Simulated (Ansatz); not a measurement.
## As under changes of volume

One of the cells (22.434 Å³/atom); the others are scaled copies at fixed shape and fractional positions:

```
As
1.0
     1.82500   -5.50000    0.00000
     1.82500    5.50000    0.00000
     0.00000    0.00000    4.47000
As
4
Direct
  0.39000 0.61000 0.56000
  0.89000 0.11000 0.94000
  0.61000 0.39000 0.44000
  0.11000 0.89000 0.06000
```

This isn't the form of As at room conditions, which is rhombohedral.

```yaml
Program: Ansatz 0.2.0
Functional: PBEsol
Potentials_or_basis: Ansatz PAW
Cutoff: "420 eV (not typed: the program's choice for these potentials)"
k_mesh: 8 × 8 × 6
Occupations: fermi-dirac, width 0.05 eV
Spin: no spin polarisation
```

| volume (Å³/atom) | energy over the lowest point (meV/atom) | pressure (GPa) | largest force (eV/Å) |
| --- | --- | --- | --- |
| 21.088 | 17.12 | 4.6 | 0.530 |
| 21.536 | 6.79 | 2.8 | 0.343 |
| 21.985 | 1.24 | 1.2 | 0.182 |
| 22.434 | 0.00 | -0.3 | 0.112 |
| 22.882 | 2.65 | -1.6 | 0.207 |
| 23.331 | 8.83 | -2.8 | 0.338 |
| 23.780 | ? | ? | ? |

Question: What does the run at 23.780 Å³/atom give?

Answer: Energy over the lowest point 18.17 meV/atom; pressure -3.9 GPa; largest force 0.467 eV/Å.

Worked out: A Birch-Murnaghan fit of order 3 (a polynomial in V^(-2/3)) to the other rows has its minimum at 22.35 Å³/atom with B0 = V·E''(V) = 71 GPa and B' = 4.1 at fixed shape and positions, which overstates the stiffness. It gives 18.18 meV/atom at 23.780 Å³/atom, against the run's 18.17, and -dE/dV = -3.9 GPa, against -3.9.

Energies are extrapolated to zero smearing.

Caveats: the PAW data sets come from PBE, with cores solved anew for the run's functional, which leaves a small shift of forces and pressure.
